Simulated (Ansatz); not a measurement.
## Ba under strains and displacements

The calculation used Ansatz, DFT PBE, scalar-relativistic, plane waves, PAW.

Cutoff 420 eV; k points 10×10×10 on the computed 1-atom cell (Γ-centred); Gaussian smearing, width 0.10 eV; no spin polarisation.

Reference cell:

```
Ba
1.0
     4.31161    0.00000    0.00000
    -2.15581    3.73397    0.00000
     0.00000    0.00000    3.91341
Ba
1
Direct
  0.00000 0.00000 0.00000
```

Each variant moves atoms of this cell by the vectors given, if any (Å), and then applies a symmetric strain (tensor components, Cartesian axes). The reference cell isn't relaxed at this level. Energies are per atom at zero smearing, counted from the lowest variant. Pressure is positive in compression.

1. strain (xx yy zz yz xz xy, %) -0.69 -0.28 -1.53 1.00 -0.67 -0.17
2. strain (xx yy zz yz xz xy, %) 0.17 2.48 1.21 0.00 0.00 2.00
3. strain (xx yy zz yz xz xy, %) 2.48 4.14 4.38 -0.88 1.19 -2.00
4. strain (xx yy zz yz xz xy, %) 2.20 2.64 6.73 -2.20 1.84 -4.00

```tsv
result	ΔE (meV/atom)	P (GPa)
A	19.8	-0.79
B	27.0	-0.76
C	4.9	-0.37
D	0.0	0.09
```

Task: Which variant gave which result?

Result: A is 3, B is 4, C is 2, D is 1.

This form isn't the element's structure at ambient conditions.